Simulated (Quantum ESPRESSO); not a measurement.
## PbSe (Clausthalite) in Quantum ESPRESSO: the effect of functional

Crystal: PbSe (Clausthalite).

```
CELL_PARAMETERS angstrom
0.00000 3.06065 3.06065
3.06065 0.00000 3.06065
3.06065 3.06065 0.00000
ATOMIC_POSITIONS crystal
Pb 0.00000 0.00000 0.00000
Se 0.50000 0.50000 0.50000
```

Alike in all runs:

| Item | Value |
| --- | --- |
| Program | Quantum ESPRESSO 7.5 |
| Task | dielectric tensor |
| Cutoff | 612 eV |
| Density cutoff | 4898 eV |
| k mesh | 6 × 6 × 6, shifted |
| Occupations | fermi-dirac, width 0.05 eV |
| Spin | no spin polarisation |

```csv
functional,potentials or basis,pressure (GPa),dielectric constant (mean)
LDA,GBRV 1.5 LDA,-2.3,22.99
PBEsol,GBRV 1.5 PBEsol,-0.6,22.22
WC,GBRV 1.5 PBE,-0.5,22.44
BLYP,GBRV 1.5 PBE,5.8,19.94
AM05,GBRV 1.5 PBE,?,?
```

**Question.** What does the run with functional AM05 give?

**Answer.** Pressure 0.0 GPa; dielectric constant 21.56 mean.

Caveats: the potentials were made for another functional, which shifts forces and pressure (some runs); the cell is more than 3 GPa from zero pressure, which shifts response properties (some runs).

Runs at the PBE level aren't shown here.
